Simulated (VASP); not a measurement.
The system is Ta2N.

```
Ta N
1.0
     3.11286    0.00000    0.00000
    -1.55643    2.69582    0.00000
     0.00000    0.00000    4.86984
Ta N
2 1
Cartesian
  0.0000 1.7972 1.2404
  1.5564 0.8986 3.6294
  0.0000 0.0000 0.0000
```

The cell comes from a database or a generator and needn't be the stable form of this composition.

Base run:

* Program: VASP 6.6.1
* Functional: PBE
* Potentials or basis: VASP PAW PBE potentials, release 64 (Ta_pv, N)
* Cutoff: 520 eV
* k mesh: 10 × 10 × 6
* Occupations: fermi-dirac, width 0.05 eV
* Spin: no spin polarisation

Its results: band gap on the k mesh none (metal or under the smearing width); pressure -0.8 GPa; largest force 0.027 eV/Å.

Problem. The run is repeated on the same cell with these changes: functional from PBE to PBEsol. What comes out?

Solution. Band gap on the k mesh none (metal or under the smearing width); pressure -8.7 GPa; largest force 0.249 eV/Å.

PBEsol binds more tightly than PBE, so the same cell stands under less pressure.

Caveats: the PAW data sets were made with another functional, which shifts forces and pressure a little (some runs).

Not every run made on this cell is shown here.
